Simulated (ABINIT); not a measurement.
# MgB2 (P6/mmm) in ABINIT: a series of runs

The runs below take MgB2 through equation of state, with RPBE+D3(BJ), rPW86PBE.

All numbers are computed with ABINIT 10.8.3 (patched build); they aren't measurements. Logs are shortened: lines on timing, memory, paths and dates and some standing lists are left out, and cuts for length are marked. The log counts tension as positive stress, the text compression.

## 1. The structure

The structure is hexagonal, space group P6/mmm (No. 191). Conventional cell: a = 3.085 Å, b = 3.085 Å, c = 3.523 Å, α = 90.00°, β = 90.00°, γ = 120.00°. Around Mg (site symmetry 6/mmm) lie 12 B at 2.51 Å. B (site symmetry -6m2) is surrounded by 3 B at 1.78 Å.

## 2. Equation of state, RPBE+D3(BJ)

run.py reads:

```python
import json, os
import numpy as np
from ase.eos import EquationOfState
from ase.units import GPa
from ase.calculators.mixing import SumCalculator
from dftd3.ase import DFTD3
from ase.calculators.abinit import Abinit, AbinitProfile
from ase import Atoms

atoms = Atoms(['Mg', 'B', 'B'],
              cell=[[3.085, 0.0, 0.0], [-1.5425, 2.6716883707, 0.0], [0.0, 0.0, 3.523]],
              scaled_positions=[[0.0, 0.0, 0.0], [0.6666666667, 0.3333333333, 0.5], [0.3333333333, 0.6666666667, 0.5]],
              pbc=True)

profile = AbinitProfile(command='abinit', pp_paths=[os.path.abspath('pseudos')])
params = dict(
    pps='pawxml', xc='PBE',
    ecut=517.0163,
    pawecutdg=1034.0327,
    pawovlp=30,
    kptopt=1,
    ngkpt=[10, 10, 8],
    nshiftk=1,
    shiftk=[0.0, 0.0, 0.0],
    ixc=15,
    nband=12,
    occopt=3,
    tsmear=0.05,
    nstep=100,
    tolvrs=1e-09,
    prtwf=0,
    prtden=0,
)

cell0 = atoms.cell.copy()
volumes, energies = [], []
for i, x in enumerate([0.94, 0.96, 0.98, 1.0, 1.02, 1.04, 1.06]):
    atoms.set_cell(cell0 * x ** (1 / 3), scale_atoms=True)
    atoms.calc = SumCalculator([Abinit(profile=profile, directory=f'v{i}', **params), DFTD3(method='rpbe', damping='d3bj')])
    volumes.append(atoms.get_volume() / len(atoms))
    dft, disp = atoms.calc.mixer.calcs
    energies.append((dft.get_property('free_energy', atoms) + disp.get_property('energy', atoms)) / len(atoms))
    print(f'{x:5.2f} {volumes[-1]:10.5f} A^3/atom {energies[-1]:14.6f} eV/atom', flush=True)
    json.dump(dict(volumes=volumes, energies=energies), open('results.json', 'w'))
v0, e0, b0 = EquationOfState(volumes, energies, eos='murnaghan').fit()
print(f'V0 {v0:.4f} A^3/atom  E0 {e0:.6f} eV/atom  B0 {b0 / GPa:.2f} GPa')
```

Potentials or basis: JTH PAW PBE v2.0.

Command:

```
> python run.py
```

Standard output:

```text
0.94    9.09830 A^3/atom    -629.616765 eV/atom
 0.96    9.29188 A^3/atom    -629.600887 eV/atom
 0.98    9.48546 A^3/atom    -629.581400 eV/atom
 1.00    9.67904 A^3/atom    -629.558814 eV/atom
 1.02    9.87262 A^3/atom    -629.533389 eV/atom
 1.04   10.06620 A^3/atom    -629.505550 eV/atom
 1.06   10.25978 A^3/atom    -629.475188 eV/atom
V0 8.5136 A^3/atom  E0 -629.639233 eV/atom  B0 200.83 GPa
```

abinit.in:

```text
ecut 517.0163 eV
ixc 15
kptopt 1
natom 3
nband 12
ngkpt
10 10 8
nshiftk 1
nsppol 1
nstep 100
occopt 3
pawecutdg 1034.0327 eV
pawovlp 30
prtden 0
prtwf 0
shiftk
0.0 0.0 0.0
tolvrs 1e-09
tsmear 0.05 eV
#Definition of the unit cell
acell
1.00000000000000 1.00000000000000 1.00000000000000 Angstrom
rprim
3.14550555717254 0.00000000000000 0.00000000000000
-1.57275277858627 2.72408772028204 0.00000000000000
0.00000000000000 0.00000000000000 3.59209597339347
chkprim 0 # Allow non-primitive cells
#Definition of the atom types
ntypat 2
znucl 5 12
#Enumerate different atomic species
typat
 2 1 1
pseudos "./pseudos/B.GGA_PBE-JTH.xml,
./pseudos/Mg.GGA_PBE-JTH.xml"
#Definition of the atoms
xcart
0.00000000000000 0.00000000000000 0.00000000000000
2.97207201547430 1.71592657785792 3.39403880371763
-0.00000000029721 3.43185315623061 3.39403880371763
chkexit 1 # abinit.exit file in the running directory terminates after the current SCF
```

abinit.abo:

```text
.Version 10.8.3 of ABINIT
 Symmetries : space group P6/m m m (#191); Bravais hP (primitive hexag.)
================================================================================
 Values of the parameters that define the memory need of the present run
     intxc =       0    ionmov =       0      iscf =      17    lmnmax =       8
     lnmax =       4     mgfft =      30  mpssoang =       2    mqgrid =    3001
     natom =       3  nloc_mem =       2    nspden =       1   nspinor =       1
    nsppol =       1      nsym =      24    n1xccc =       1    ntypat =       2
    occopt =       3   xclevel =       2
       mpw =         834          nfft =       17280          nkpt =          70
 PAW method is used; the additional fine FFT grid is defined by:
   mgfftf=        40    nfftf =     51840
================================================================================
================================================================================

--------------------------------------------------------------------------------
------------- Echo of variables that govern the present computation ------------
--------------------------------------------------------------------------------
 -outvars: echo values of preprocessed input variables --------
            acell      1.8897261259E+00  1.8897261259E+00  1.8897261259E+00 Bohr
              amu      1.08110000E+01  2.43050000E+01
          chkexit           1
          chkprim           0
             ecut      1.89999986E+01 Hartree
                       outvar_i_n : Printing only first  50 k-points.
              ixc          15
                       outvar_i_n : Printing only first  50 k-points.
         kptrlatt       10    0    0      0   10    0      0    0    8
          kptrlen      5.43046209E+01
            natom           3
            nband          12
            ngfft          24      24      30
          ngfftdg          36      36      40
             nkpt          70
            nstep         100
             nsym          24
           ntypat           2
                       prtocc : prtvol=0, do not print more k-points.
           occopt           3
        pawecutdg      3.80000008E+01 Hartree
          pawovlp      3.0000000000E+01
         pawxcdev           0
           prtden           0
            prtwf           0
            rprim      3.1455055572E+00  0.0000000000E+00  0.0000000000E+00
                      -1.5727527786E+00  2.7240877203E+00  0.0000000000E+00
                       0.0000000000E+00  0.0000000000E+00  3.5920959734E+00
          spgroup         191
           tolvrs      1.00000000E-09
           tsmear      1.83746611E-03 Hartree
            typat      2  1  1
           useylm           1
                       outvars : Printing only first  50 k-points.
           xangst      0.0000000000E+00  0.0000000000E+00  0.0000000000E+00
                       1.5727527786E+00  9.0802924009E-01  1.7960479867E+00
                      -1.9036563344E-17  1.8160584802E+00  1.7960479867E+00
            xcart      0.0000000000E+00  0.0000000000E+00  0.0000000000E+00
                       2.9720720153E+00  1.7159265781E+00  3.3940388038E+00
                      -3.5973891099E-17  3.4318531562E+00  3.3940388038E+00
             xred      0.0000000000E+00  0.0000000000E+00  0.0000000000E+00
                       6.6666666667E-01  3.3333333333E-01  5.0000000000E-01
                       3.3333333333E-01  6.6666666667E-01  5.0000000000E-01
            znucl        5.00000   12.00000

================================================================================

 chkinp: Checking input parameters for consistency.

================================================================================
== DATASET  1 ==================================================================

--- !DatasetInfo
iteration_state: {dtset: 1, }
dimensions: {natom: 3, nkpt: 70, mband: 12, nsppol: 1, nspinor: 1, nspden: 1, mpw: 834, }
cutoff_energies: {ecut:  19.0, pawecutdg:  38.0, }
electrons: {nelect:   1.60000000E+01, charge:   0.00000000E+00, occopt:   3.00000000E+00, tsmear:   1.83746611E-03, }
meta: {optdriver: 0, ionmov: 0, optcell: 0, iscf: 17, paral_kgb: 0, }
...

 Exchange-correlation functional for the present dataset will be:
  GGA: RPBE functional - ixc=15
  Hammer, L. B. Hansen, and J. K. Norskov, PRB 59, 7413 (1999)

 Real(R)+Recip(G) space primitive vectors, cartesian coordinates (Bohr,Bohr^-1):
[... 82 lines left out ...]
pressure_GPa:  -6.2198E+00
xred      :
- [  0.0000E+00,   0.0000E+00,   0.0000E+00, Mg]
- [  6.6667E-01,   3.3333E-01,   5.0000E-01,  B]
- [  3.3333E-01,   6.6667E-01,   5.0000E-01,  B]
cartesian_forces: # hartree/bohr
- [  7.54985413E-30,   4.35891032E-30,  -0.00000000E+00, ]
- [ -1.50997083E-29,   1.74356413E-29,  -0.00000000E+00, ]
- [  7.54985413E-30,  -2.17945516E-29,  -0.00000000E+00, ]
force_length_stats: {min:   8.71782063E-30, max:   2.30651854E-29, mean:   1.82827305E-29, }
...

 Integrated electronic density in atomic spheres:
 ------------------------------------------------
 Atom  Sphere_radius  Integrated_density
    1        1.90158          8.22931429
    2        1.70617          1.75711427
    3        1.70617          1.75711427

================================================================================

 ----iterations are completed or convergence reached----

 Mean square residual over all n,k,spin=   12.565E-08; max=  53.744E-06
 reduced coordinates (array xred) for    3 atoms
       0.000000000000      0.000000000000      0.000000000000
       0.666666666667      0.333333333333      0.500000000000
       0.333333333333      0.666666666667      0.500000000000
 rms dE/dt=  7.7730E-29; max dE/dt=  1.3463E-28; dE/dt below (all hartree)
    1       0.000000000000      0.000000000000      0.000000000000
    2       0.000000000000     -0.000000000000      0.000000000000
    3       0.000000000000      0.000000000000      0.000000000000

 cartesian coordinates (angstrom) at end:
    1      0.00000000000000     0.00000000000000     0.00000000000000
    2      1.57275277858627     0.90802924009401     1.79604798669673
    3     -0.00000000000000     1.81605848018803     1.79604798669673

 cartesian forces (hartree/bohr) at end:
    1      0.00000000000000     0.00000000000000    -0.00000000000000
    2     -0.00000000000000     0.00000000000000    -0.00000000000000
    3      0.00000000000000    -0.00000000000000    -0.00000000000000
 frms,max,avg= 1.1254658E-29 2.1794552E-29   0.000E+00  0.000E+00  0.000E+00 h/b

 cartesian forces (eV/Angstrom) at end:
    1      0.00000000000000     0.00000000000000    -0.00000000000000
    2     -0.00000000000000     0.00000000000000    -0.00000000000000
    3      0.00000000000000    -0.00000000000000    -0.00000000000000
 frms,max,avg= 5.7873779E-28 1.1207209E-27   0.000E+00  0.000E+00  0.000E+00 e/A
 length scales=  1.889726125908  1.889726125908  1.889726125908 bohr
              =  1.000000000000  1.000000000000  1.000000000000 angstroms
 Fermi (or HOMO) energy (hartree) =   0.24413   Average Vxc (hartree)=  -0.38435
 Eigenvalues (hartree) for nkpt=  70  k points:
 kpt#   1, nband= 12, wtk=  0.00125, kpt=  0.0000  0.0000  0.0000 (reduced coord)
  -2.53033   -1.30165   -1.30165   -1.30091   -0.20219    0.13932    0.25509    0.25509
   0.29897    0.46589    0.46589    0.51429
      occupation numbers for kpt#   1
   2.00000    2.00000    2.00000    2.00000    2.00000    2.00000    0.00511    0.00511
   0.00000    0.00000    0.00000    0.00000
 prteigrs : prtvol=0 or 1, do not print more k-points.

--- !EnergyTerms
iteration_state     : {dtset: 1, }
comment             : Components of total free energy in Hartree
kinetic             :  6.87450873312323E+00
hartree             :  1.42129210425358E+01
xc                  : -3.47958277126954E+00
Ewald energy        : -3.62176319986654E+01
psp_core            :  1.53986330724507E+00
local_psp           : -4.35580054826637E+01
PAW spherical_terms : -8.64650107838255E+00
internal            : -6.92744282480771E+01
'-kT*entropy'       : -2.14792950501012E-04
total_energy        : -6.92746430410276E+01
total_energy_eV     : -1.88505906884186E+03
...

--- !EnergyTermsDC
iteration_state     : {dtset: 1, }
comment             : '"Double-counting" decomposition of free energy'
band_energy         : -1.23398380796757E+01
Ewald energy        : -3.62176319986654E+01
psp_core            :  1.53986330724507E+00
xc_dc               : -1.32948897298943E+01
PAW spherical_terms : -8.96193226791179E+00
internal            : -6.92744287689021E+01
'-kT*entropy'       : -2.14792950501012E-04
total_energy_dc     : -6.92746435618526E+01
total_energy_dc_eV  : -1.88505908301423E+03
...

--- !EnergyTermsWithPAWCore
iteration_state     : {dtset: 1, }
comment             : 'Components of total free energy, including PAW core contributions'
Total energy        : -2.50229542689961E+02
Total energy DC     : -2.50229543210786E+02
Total energy (eV)   : -6.80909273629173E+03
Total energy DC (eV): -6.80909275046410E+03
...

 Cartesian components of stress tensor (hartree/bohr^3)
  sigma(1 1)=  2.43580538E-04  sigma(3 2)=  0.00000000E+00
  sigma(2 2)=  2.43580538E-04  sigma(3 1)=  0.00000000E+00
  sigma(3 3)=  1.47060535E-04  sigma(2 1)=  0.00000000E+00

-Cartesian components of stress tensor (GPa)         [Pressure= -6.2198E+00 GPa]
- sigma(1 1)=  7.16638686E+00  sigma(3 2)=  0.00000000E+00
- sigma(2 2)=  7.16638686E+00  sigma(3 1)=  0.00000000E+00
- sigma(3 3)=  4.32667033E+00  sigma(2 1)=  0.00000000E+00

== END DATASET(S) ==============================================================
================================================================================

 -outvars: echo values of variables after computation  --------
            acell      1.8897261259E+00  1.8897261259E+00  1.8897261259E+00 Bohr
           etotal     -6.9274643562E+01
            fcart      7.5498541346E-30  4.3589103169E-30 -0.0000000000E+00
                      -1.5099708269E-29  1.7435641268E-29 -0.0000000000E+00
                       7.5498541346E-30 -2.1794551585E-29 -0.0000000000E+00
            rprim      3.1455055572E+00  0.0000000000E+00  0.0000000000E+00
                      -1.5727527786E+00  2.7240877203E+00  0.0000000000E+00
                       0.0000000000E+00  0.0000000000E+00  3.5920959734E+00
           strten      2.4358053844E-04  2.4358053829E-04  1.4706053546E-04
                       0.0000000000E+00  0.0000000000E+00  0.0000000000E+00
           xangst      0.0000000000E+00  0.0000000000E+00  0.0000000000E+00
                       1.5727527786E+00  9.0802924009E-01  1.7960479867E+00
                      -1.9036563344E-17  1.8160584802E+00  1.7960479867E+00
             xred      0.0000000000E+00  0.0000000000E+00  0.0000000000E+00
                       6.6666666667E-01  3.3333333333E-01  5.0000000000E-01
                       3.3333333333E-01  6.6666666667E-01  5.0000000000E-01
 Calculation completed.
```

It took 2.3 min on 1 thread of Arm Neoverse V1, shared host; peak memory 0.11 GiB.

Results:

* Equilibrium volume: 8.50 Å³/atom (rough: see the caveat)
* Bulk modulus at fixed shape and positions: 194 GPa (rough)

Energy against volume, from the lowest point:
| volume (Å³/atom) | energy (meV/atom) |
| --- | --- |
| 9.098 | 0.00 |
| 9.292 | 15.88 |
| 9.485 | 35.37 |
| 9.679 | 57.95 |
| 9.873 | 83.38 |
| 10.066 | 111.21 |
| 10.260 | 141.58 |

Caveat: pressures at fixed basis lie under the slope of the energies; the minimum lies outside the volumes run; the log and the count of SCF iterations are those of the last ABINIT call alone; the cell was scaled at fixed shape and fractional positions, which overstates the stiffness of a crystal with free parameters, most of all of layers and chains; the PAW data sets were made with another functional, which shifts forces and pressure a little.

## 3. Equation of state, rPW86PBE

run.abi reads:

```
# Datasets: one volume each
ndtset 7
getwfk -1
scalecart1 3*0.9795861087
scalecart2 3*0.9864848297
scalecart3 3*0.9932883884
scalecart4 3*1.0000000000
scalecart5 3*1.0066227096
scalecart6 3*1.0131594038
scalecart7 3*1.0196128224

# Pseudopotentials
pp_dirpath "./"
pseudos "Mg.GGA_PBE-JTH.xml, B.GGA_PBE-JTH.xml"

# Structure
acell 3*1.0 Angstrom
rprim
     3.0850000000     0.0000000000     0.0000000000
    -1.5425000000     2.6716883707     0.0000000000
     0.0000000000     0.0000000000     3.5230000000
ntypat 2
znucl 12 5
natom 3
typat 1 2 2
xred
     0.0000000000     0.0000000000     0.0000000000
     0.6666666667     0.3333333333     0.5000000000
     0.3333333333     0.6666666667     0.5000000000

# Plane-wave basis
ecut 19.0
pawecutdg 38.0
pawovlp 30

# k points
kptopt 1
ngkpt 10 10 8
nshiftk 1
shiftk 0.0 0.0 0.0

# Exchange and correlation
ixc -144130

# Bands and occupations
nband 12
occopt 3
tsmear 0.00183747

# SCF cycle
nstep 100
tolvrs 1.0e-9

# Output
iomode 3
prtwf 1
prtden 0
prteig 0
prtebands 0
```

Potentials or basis: JTH PAW PBE v2.0.

Command:

```
> abinit run.abi > log 2>&1
```

Wall time 2.1 min (1 thread of Arm Neoverse V1, shared host); peak memory 0.14 GiB.

It converged, with:

* Equilibrium volume: 9.69 Å³/atom
* Bulk modulus at fixed shape and positions: 148 GPa
* Pressure derivative of the bulk modulus: 3.6

Energy against volume, from the lowest point:
| volume (Å³/atom) | energy (meV/atom) |
| --- | --- |
| 9.098 | 18.45 |
| 9.292 | 8.08 |
| 9.485 | 2.07 |
| 9.679 | 0.00 |
| 9.873 | 1.53 |
| 10.066 | 6.34 |
| 10.260 | 14.16 |

Caveat: pressures at fixed basis lie under the slope of the energies; the cell was scaled at fixed shape and fractional positions, which overstates the stiffness of a crystal with free parameters, most of all of layers and chains; the PAW data sets were made with another functional, which shifts forces and pressure a little; the atomic spheres overlap.
